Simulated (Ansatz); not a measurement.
Crystal: Al.

```
CELL_PARAMETERS angstrom
-1.56980 1.56488 1.58710
1.58557 -1.56487 1.60285
1.60620 1.60127 -1.58709
ATOMIC_POSITIONS crystal
Al 0.03948 0.97617 0.06515
```

The cell isn't the ideal one: cell strained at random at fixed volume.

- Program: Ansatz 0.2.0
- Task: relaxation of cell and atoms
- Functional: PBEsol
- Potentials or basis: all-electron LAPW, scalar-relativistic
- Basis error allowed: 0.001 eV/atom
- k mesh: 9 × 9 × 9
- Occupations: gaussian, width 0.05 eV
- Spin: non-collinear spin, ferromagnetic start
- Starting moments: [[0.0, 0.0, 0.5]] μB

At the start: volume 16.12 Å³/atom.

Where does the relaxation end?

Over 17 steps the energy falls by 85.4 meV/atom and the volume is 16.24 Å³/atom (+0.8 %); space group Fmmm (No. 69, to 0.05 Å); moment 0.00 μB per cell.

The path:
```csv
step,energy change (eV),largest force (eV/Å),volume (Å³)
1,0.0000,0.0000,16.12
2,-0.0044,0.0000,16.52
3,-0.0126,0.0000,16.71
4,-0.0311,0.0000,16.78
5,-0.0668,0.0000,16.57
6,-0.0777,0.0000,16.11
7,-0.0819,0.0000,16.24
8,-0.0822,0.0000,16.20
9,-0.0832,0.0000,16.37
10,-0.0840,0.0000,16.28
11,-0.0849,0.0000,16.27
12,-0.0849,0.0000,16.26
13,-0.0849,0.0000,16.25
14,-0.0849,0.0000,16.24
15,-0.0854,0.0000,16.24
16,-0.0854,0.0000,16.24
17,-0.0854,0.0000,16.24
```

Final structure:
```
Al
1.0
    -1.92221    1.43344    1.41659
     1.92574   -1.49298    1.47376
     1.92582    1.48560   -1.47566
Al
1
Direct
  0.03948 0.97617 0.06515
```

Caveat: the k mesh is thin for a metal, which can move the energy by tens of meV per atom; the starting moments weren't kept.
